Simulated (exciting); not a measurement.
# As (Pm-3m) in exciting: reference runs

Reference runs on As: the cell as given and a disturbed copy.

Program: exciting (release sodium). These are calculated values, not measurements. Logs are shortened: lines on timing, memory, paths and dates and some standing lists are left out, and cuts for length are marked.

**1. The structure**

The structure is cubic, space group Pm-3m (No. 221). Conventional cell: a = 2.704 Å, b = 2.704 Å, c = 2.704 Å, α = 90.00°, β = 90.00°, γ = 90.00°. As (site symmetry m-3m) has 6 As at 2.70 Å as nearest neighbours.

This isn't the form of As at room conditions, which is rhombohedral.

**2. Single point, PBEsol**

input.xml

```xml
<input>
  <title>As</title>
  <structure speciespath="./" tshift="false">
    <crystal scale="1">
      <basevect>5.109218025066 0.000000000000 0.000000000000</basevect>
      <basevect>0.000000000000 5.109218025066 0.000000000000</basevect>
      <basevect>0.000000000000 0.000000000000 5.109218025066</basevect>
    </crystal>
    <species speciesfile="As.xml" rmt="2">
      <atom coord="0.500000000000 0.500000000000 0.500000000000"/>
    </species>
  </structure>
  <groundstate do="fromscratch" ngridk="10 10 10" rgkmax="9" gmaxvr="14" lmaxapw="10" lmaxmat="10" lmaxvr="8" xctype="GGA_PBE_SOL" stype="Fermi Dirac" swidth="0.00183747" nempty="8" ValenceRelativity="iora*" epsengy="1e-05" epspot="1e-05" maxscl="60" tforce="true" outputlevel="normal"/>
  <properties>
    <chargedensityplot>
      <plot3d>
        <box grid="14 14 14">
          <origin coord="0 0 0"/>
          <point coord="1 0 0"/>
          <point coord="0 1 0"/>
          <point coord="0 0 1"/>
        </box>
      </plot3d>
    </chargedensityplot>
    <elfplot>
      <plot3d>
        <box grid="14 14 14">
          <origin coord="0 0 0"/>
          <point coord="1 0 0"/>
          <point coord="0 1 0"/>
          <point coord="0 0 1"/>
        </box>
      </plot3d>
    </elfplot>
    <exccplot>
      <plot3d>
        <box grid="14 14 14">
          <origin coord="0 0 0"/>
          <point coord="1 0 0"/>
          <point coord="0 1 0"/>
          <point coord="0 0 1"/>
        </box>
      </plot3d>
    </exccplot>
  </properties>
</input>
```

Potentials or basis: all-electron LAPW+lo, shipped species files, valence relativity iora*.

Run with:

```console
$ OMP_NUM_THREADS=1 exciting_smp
```

INFO.OUT:

```text
================================================================================
EXCITING SODIUM started
[... 10 lines left out ...]

 Lattice vectors (cartesian) :
      5.1092180251      0.0000000000      0.0000000000
      0.0000000000      5.1092180251      0.0000000000
      0.0000000000      0.0000000000      5.1092180251

 Reciprocal lattice vectors (cartesian) :
      1.2297743561      0.0000000000      0.0000000000
      0.0000000000      1.2297743561      0.0000000000
      0.0000000000      0.0000000000      1.2297743561

 Unit cell volume                           :     133.3715833506
 Brillouin zone volume                      :       1.8598430581

 Species :    1 (As)
     parameters loaded from                 :    As.xml
     name                                   :    arsenic
     nuclear charge                         :     -33.00000000
     electronic charge                      :      33.00000000
     atomic mass                            :  136573.72190000
     muffin-tin radius                      :       2.00000000
     # of radial points in muffin-tin       :     350

     atomic positions (lattice) :
       1 :   0.50000000  0.50000000  0.50000000

 Total number of atoms per unit cell        :       1

 Spin treatment                             :    spin-unpolarised

 Number of Bravais lattice symmetries       :      48
 Number of crystal symmetries               :      48

 k-point grid                               :      10   10   10
 Total number of k-points                   :      56
 k-point set is reduced with crystal symmetries

 R^MT_min * |G+k|_max (rgkmax)              :       9.00000000
 Species with R^MT_min                      :       1 (As)
 Maximum |G+k| for APW functions            :       4.50000000
 Maximum |G| for potential and density      :      14.00000000

 G-vector grid sizes                        :      24    24    24
 Total number of G-vectors                  :    6187

 Maximum angular momentum used for
     APW functions                          :      10
     computing H and O matrix elements      :      10
     potential and density                  :       8
     inner part of muffin-tin               :       2

 Total nuclear charge                       :     -33.00000000
 Total electronic charge                    :      33.00000000
 Total core charge                          :      18.00000000
 Total valence charge                       :      15.00000000

 Number of empty states                     :       8
 Total number of valence states             :      16

 Maximum Hamiltonian size                   :     230
 Maximum number of plane-waves              :     216
 Total number of local-orbitals             :      14

 Exchange-correlation type                  :      22
     PBEsol, Phys. Rev. Lett. 100, 136406 (2008)
     Generalised gradient approximation (GGA)

[... 20 lines left out ...]
+ SCF iteration number :    1                                                  +
++++++++++++++++++++++++++++++++++++++++++++++++++++++++++++++++++++++++++++++++
 Total energy                               :     -2258.85829976
 _______________________________________________________________
 Fermi energy                               :         0.27785350
 Kinetic energy                             :      2310.52184200
 Coulomb energy                             :     -4487.14256643
 Exchange energy                            :       -80.38353874
 Correlation energy                         :        -1.85403660

 DOS at Fermi energy (states/Ha/cell)       :         8.82197568

 Electron charges :
     core                                   :        18.00000000
     core leakage                           :         0.00163354
     valence                                :        15.00000000
     interstitial                           :         2.74933534
     charge in muffin-tin spheres :
                  atom     1    As          :        30.25066466
     total charge in muffin-tins            :        30.25066466
     total charge                           :        33.00000000
[... 266 lines left out ...]
 Electron charges :
     core                                   :        18.00000000
     core leakage                           :         0.00161913
     valence                                :        15.00000000
     interstitial                           :         2.74179021
     charge in muffin-tin spheres :
                  atom     1    As          :        30.25820979
     total charge in muffin-tins            :        30.25820979
     total charge                           :        33.00000000

 RMS change in effective potential (target) :  0.374328E-09  ( 0.100000E-04)
 Absolute change in total energy   (target) :  0.554337E-09  ( 0.100000E-04)
 Charge distance                   (target) :  0.450639E-10  ( 0.100000E-04)
 Abs. change in max-nonIBS-force   (target) :   0.00000      ( 0.500000E-04)

++++++++++++++++++++++++++++++++++++++++++++++++++++++++++++++++++++++++++++++++
| Convergency criteria checked for the last 2 iterations                       +
| Convergence targets achieved. Performing final SCF iteration                 +
++++++++++++++++++++++++++++++++++++++++++++++++++++++++++++++++++++++++++++++++
 Total energy                               :     -2259.51092726
 _______________________________________________________________
 Fermi energy                               :         0.27488535
 Kinetic energy                             :      2310.04592080
 Coulomb energy                             :     -4487.30385492
 Exchange energy                            :       -80.39886748
 Correlation energy                         :        -1.85412566

 DOS at Fermi energy (states/Ha/cell)       :         8.57160084

 Electron charges :
     core                                   :        18.00000000
     core leakage                           :         0.00161913
     valence                                :        15.00000000
     interstitial                           :         2.74179021
     charge in muffin-tin spheres :
                  atom     1    As          :        30.25820979
     total charge in muffin-tins            :        30.25820979
     total charge                           :        33.00000000

++++++++++++++++++++++++++++++++++++++++++++++++++++++++++++++++++++++++++++++++
+ Self-consistent loop stopped                                                 +
++++++++++++++++++++++++++++++++++++++++++++++++++++++++++++++++++++++++++++++++
 STATE.OUT is written

--------------------------------------------------------------------------------
- Writing atomic positions and forces                                          -
--------------------------------------------------------------------------------

 Atomic positions (lattice) :
 atom     1  As  :     0.50000000    0.50000000    0.50000000

 Total atomic forces including IBS (cartesian) :
 atom     1  As  :     0.00000000    0.00000000    0.00000000

 Atomic force components including IBS (cartesian) :
 atom     1  As  :     0.00000000    0.00000000    0.00000000   HF force
                 :     0.00000000    0.00000000    0.00000000   core correction
                 :     0.00000000    0.00000000    0.00000000   IBS correction

********************************************************************************
[... 7 lines left out ...]
| EXCITING SODIUM stopped                                                      =
================================================================================
```

It took 39 s on 1 thread of Arm Neoverse V2, shared host; peak memory 0.1 GiB.

Results:

* Free energy: -61484.4271 eV
* Band gap on the k mesh: none (metal or under the smearing width)
* All electrons inside the program's atomic spheres: As 30.26 (radii As 2.0 bohr)

Caveat: the log's total energy holds no entropy term; the free energy is that total less TS from the occupations.

**3. Single point, PBEsol (cell strained at random at fixed volume)**

Edit input.xml of step 2 so:

```diff
@@ -4,8 +4,8 @@
     <crystal scale="1">
-      <basevect>5.109218025066 0.000000000000 0.000000000000</basevect>
-      <basevect>0.000000000000 5.109218025066 0.000000000000</basevect>
-      <basevect>0.000000000000 0.000000000000 5.109218025066</basevect>
+      <basevect>5.121235276507 -0.032841550320 -0.022408372386</basevect>
+      <basevect>-0.032841550320 5.158385402391 0.062859849810</basevect>
+      <basevect>-0.022408372386 0.062859849810 5.049712922142</basevect>
     </crystal>
     <species speciesfile="As.xml" rmt="2">
-      <atom coord="0.500000000000 0.500000000000 0.500000000000"/>
+      <atom coord="0.484351000000 0.505525000000 0.496375000000"/>
     </species>
```

Potentials or basis: all-electron LAPW+lo, shipped species files, valence relativity iora*.

Run with:

```console
$ OMP_NUM_THREADS=1 exciting_smp
```

INFO.OUT:

```text
================================================================================
EXCITING SODIUM started
[... 10 lines left out ...]

 Lattice vectors (cartesian) :
      5.1212352765     -0.0328415503     -0.0224083724
     -0.0328415503      5.1583854024      0.0628598498
     -0.0224083724      0.0628598498      5.0497129221

 Reciprocal lattice vectors (cartesian) :
      1.2269617034      0.0077464418      0.0053482792
      0.0077464418      1.2182864134     -0.0151311009
      0.0053482792     -0.0151311009      1.2444779315

 Unit cell volume                           :     133.3716279139
 Brillouin zone volume                      :       1.8598424367

 Species :    1 (As)
     parameters loaded from                 :    As.xml
     name                                   :    arsenic
     nuclear charge                         :     -33.00000000
     electronic charge                      :      33.00000000
     atomic mass                            :  136573.72190000
     muffin-tin radius                      :       2.00000000
     # of radial points in muffin-tin       :     350

     atomic positions (lattice) :
       1 :   0.48435100  0.50552500  0.49637500

 Total number of atoms per unit cell        :       1

 Spin treatment                             :    spin-unpolarised

 Number of Bravais lattice symmetries       :       2
 Number of crystal symmetries               :       1

[... 22 lines left out ...]

 Number of empty states                     :       8
 Total number of valence states             :      16

 Maximum Hamiltonian size                   :     228
 Maximum number of plane-waves              :     214
 Total number of local-orbitals             :      14

 Exchange-correlation type                  :      22
     PBEsol, Phys. Rev. Lett. 100, 136406 (2008)
     Generalised gradient approximation (GGA)

[... 20 lines left out ...]
+ SCF iteration number :    1                                                  +
++++++++++++++++++++++++++++++++++++++++++++++++++++++++++++++++++++++++++++++++
 Total energy                               :     -2258.85440331
 _______________________________________________________________
 Fermi energy                               :         0.27704903
 Kinetic energy                             :      2310.52569606
 Coulomb energy                             :     -4487.14261782
 Exchange energy                            :       -80.38342025
 Correlation energy                         :        -1.85406130
[... 288 lines left out ...]
 RMS change in effective potential (target) :  0.102830E-08  ( 0.100000E-04)
 Absolute change in total energy   (target) :  0.472690E-06  ( 0.100000E-04)
 Charge distance                   (target) :  0.120197E-08  ( 0.100000E-04)
 Abs. change in max-nonIBS-force   (target) :   0.00000      ( 0.500000E-04)

++++++++++++++++++++++++++++++++++++++++++++++++++++++++++++++++++++++++++++++++
| Convergency criteria checked for the last 2 iterations                       +
| Convergence targets achieved. Performing final SCF iteration                 +
++++++++++++++++++++++++++++++++++++++++++++++++++++++++++++++++++++++++++++++++
 Total energy                               :     -2259.51079207
 _______________________________________________________________
 Fermi energy                               :         0.27401227
 Kinetic energy                             :      2310.04709089
 Coulomb energy                             :     -4487.30491106
 Exchange energy                            :       -80.39882314
 Correlation energy                         :        -1.85414877

 DOS at Fermi energy (states/Ha/cell)       :         7.29442465

 Electron charges :
     core                                   :        18.00000000
     core leakage                           :         0.00161918
     valence                                :        15.00000000
     interstitial                           :         2.74180471
     charge in muffin-tin spheres :
                  atom     1    As          :        30.25819529
     total charge in muffin-tins            :        30.25819529
     total charge                           :        33.00000000

++++++++++++++++++++++++++++++++++++++++++++++++++++++++++++++++++++++++++++++++
+ Self-consistent loop stopped                                                 +
++++++++++++++++++++++++++++++++++++++++++++++++++++++++++++++++++++++++++++++++
 STATE.OUT is written

--------------------------------------------------------------------------------
- Writing atomic positions and forces                                          -
--------------------------------------------------------------------------------

 Atomic positions (lattice) :
 atom     1  As  :     0.48435100    0.50552500    0.49637500

 Total atomic forces including IBS (cartesian) :
 atom     1  As  :     0.00000000    0.00000000    0.00000000

 Atomic force components including IBS (cartesian) :
 atom     1  As  :     0.00000000    0.00000000    0.00000000   HF force
                 :     0.00000000    0.00000000    0.00000000   core correction
                 :     0.00000000    0.00000000    0.00000000   IBS correction

********************************************************************************
* Groundstate module stopped                                                   *
********************************************************************************

================================================================================
| EXCITING SODIUM stopped                                                      =
================================================================================
```

LINENGY.OUT:

```text
Species :    1 (As), atom :    1
 APW functions :
  l =  0, order =  1 :   0.1500000000
  l =  1, order =  1 :   0.2450000000
  l =  2, order =  1 :    1.267500000
  l =  3, order =  1 :   0.1500000000
  l =  3, order =  2 :   0.1500000000
  l =  4, order =  1 :   0.1500000000
[... 11 lines left out ...]
  l = 10, order =  1 :   0.1500000000
  l = 10, order =  2 :   0.1500000000
 local-orbital functions :
  l.o. =  1, l =  0, order =  1 :   0.1500000000
  l.o. =  1, l =  0, order =  2 :   0.1500000000
  l.o. =  2, l =  1, order =  1 :   0.2450000000
  l.o. =  2, l =  1, order =  2 :   0.2450000000
  l.o. =  3, l =  2, order =  1 :    1.267500000
  l.o. =  3, l =  2, order =  2 :    1.267500000
  l.o. =  4, l =  2, order =  1 :    1.267500000
  l.o. =  4, l =  2, order =  2 :    1.267500000
  l.o. =  4, l =  2, order =  3 :   -1.041000000
```

Wall time 9.1 min (1 thread of Arm Neoverse V2, shared host); peak memory 0.11 GiB.

What came out:

```yaml
Free_energy: -61484.4231 eV
Band_gap_on_the_k_mesh: none (metal or under the smearing width)
All_electrons_inside_the_program's_atomic_spheres: As 30.26 (radii As 2.0 bohr)
```

Caveat: the log's total energy holds no entropy term; the free energy is that total less TS from the occupations.
